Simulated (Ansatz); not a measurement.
## KF: experiment and calculation

**Measured values to compare with.**

From a printed reference work (textbook), for a bulk crystal of KF: lattice constant a 5.351 Å.

A printed reference work (monograph) reports, for a bulk crystal of KF: band gap 10.7 eV.

Method: DFT PBE, scalar-relativistic, plane waves, PAW (Ansatz).

Settings: cutoff 420 eV, Γ-centred mesh 8×8×8 on the computed 2-atom cell, Gaussian smearing of 0.02 eV; no spin polarisation.

Relaxed structure:

```xyz
2
Lattice="0.0000 2.7103 2.7103 2.7103 0.0000 2.7103 2.7103 2.7103 0.0000" Properties=species:S:1:pos:R:3 pbc="T T T"
K     2.7103    2.7103    2.7103
F     0.0000    0.0000    0.0000
```

| Item | Value |
| --- | --- |
| Space group | Fm-3m (No. 225) |
| Volume per atom | 134.4 bohr³ |
| Formation energy from the elements' standard states (uncorrected) | -2.713 eV/atom |
| Kohn–Sham band gap | 5.96 eV |
| Orbital (Löwdin) character of the top 1 eV of the valence band | F 2p 97 % |
| Orbital (Löwdin) character of the lowest 1 eV of the conduction band | K 4s 81 %, F 2s 10 %, unprojected 4 % |
| Bader charge by site (e) | K (1 in the cell) 0.86, F (1 in the cell) -0.86 |

Against the measured lattice constant a of KF, 5.351 Å (a printed reference work (textbook)), the calculated 5.421 Å is off by +1.3 %. The calculation is for 0 K without zero-point motion. Against the measured band gap of KF, 10.7 eV (a printed reference work (monograph)), the calculated 5.96 eV is off by -4.74 eV. Kohn–Sham gaps of semilocal functionals fall short of measured ones as a rule.

The cell was reached from a generator's guess, though it ends in a space group that the Crystallography Open Database lists for this formula. Löwdin shares on free-atom orbitals overweight diffuse shells in the empty bands.
